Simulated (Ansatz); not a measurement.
**A strain series on SnTe (zincblende): epitaxial in the xy plane**

Zincblende SnTe, relaxed with r2SCAN in Ansatz 0.2.0, then strained (epitaxial in the xy plane; changes of length per length, axes as in the cell below) with the atoms relaxed again within the symmetry that is left. It is cubic, F-43m (No. 216); conventional cell a = 7.168 Å, 46.04 Å³ an atom. Sn has 4 Te at 3.10 Å; Te has 4 Sn at 3.10 Å. No spin polarisation. The prototype was imposed, so other structures may be more stable.

```yaml
crystal:
  lattice:
    - [0.00000, 3.58398, 3.58398]
    - [3.58398, 0.00000, 3.58398]
    - [3.58398, 3.58398, 0.00000]
  atoms:
    - { symbol: Sn, position: [0.00000, 0.00000, 0.00000] }
    - { symbol: Te, position: [0.25000, 0.25000, 0.25000] }
```

Gaps are the least over each mesh (HSE06 4×4×4 when unstrained) and the special points, which keep their unstrained names.

```csv
strain (%),free normal strain (%),"gap, HSE06 (eV)","edges, HSE06"
-2.76,+5.23,0.119,W → X
-1.5,+2.97,0.196,"(0.263, -1/2, -0.237) → X"
0.0,0.00,0.307,W → X
+1.38,-2.90,0.100,W → X
```

Between zero and the nearest strains the slope of the HSE06 gap against strain is +0.074 eV per percent for negative and -0.149 for positive strain; it falls either way, as happens when edge states split or other valleys take over.

Spin-orbit coupling is left out, which matters wherever the heavy atoms make up the band edges.

Where an edge lies off the special points, it is a point of the mesh or the k point where a search put PBE's edge or least direct gap, reused for the other functionals, whose own edges may lie a little apart.

Gaps or overlaps of about a tenth of an eV are at the limit of these meshes: between the points read a gap can be smaller or closed.

Coordinates of k points refer to the reciprocal vectors of the primitive cell of the runs.

The meshes of the hybrids are coarse, so their gaps aren't converged to the digits shown.
